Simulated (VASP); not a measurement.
Sr: single point with PBE

Sr:

```xyz
2
Lattice="4.3100 0.0000 0.0000 -2.1550 3.7326 0.0000 0.0000 0.0000 7.0500" Properties=species:S:1:pos:R:3 pbc="T T T"
Sr    0.0000    2.4884    1.7625
Sr    2.1550    1.2442    5.2875
```

This isn't the form of Sr at room conditions, which is fcc.

| Item | Value |
| --- | --- |
| Program | VASP 6.6.1 |
| Task | single point |
| Functional | PBE |
| Potentials or basis | VASP PAW PBE potentials, release 64 (Sr_sv) |
| Cutoff | 520 eV |
| k mesh | 9 × 9 × 5 |
| Occupations | fermi-dirac, width 0.03 eV |
| Spin | no spin polarisation |

- Pressure: -0.2 GPa
- Band gap on the k mesh: none (metal or under the smearing width)

Stress tensor (GPa, compression positive):
```
-0.29  0.00  0.00
 0.00 -0.29  0.00
 0.00  0.00 -0.17
```

Levels at points of the mesh, in eV from the Fermi level:
```
           k point  band 6  band 7  band 8  band 9  band 10  band 11  band 12  band 13  band 14  band 15
(0.00, 0.00, 0.00)  -18.59  -18.59  -18.59   -3.62    -1.14     0.00     2.25     2.25     2.25     2.64
```

Wall time 28 s on 1 thread of AMD EPYC 9R45 (Zen 5) (shared host), peak memory 0.21 GiB.
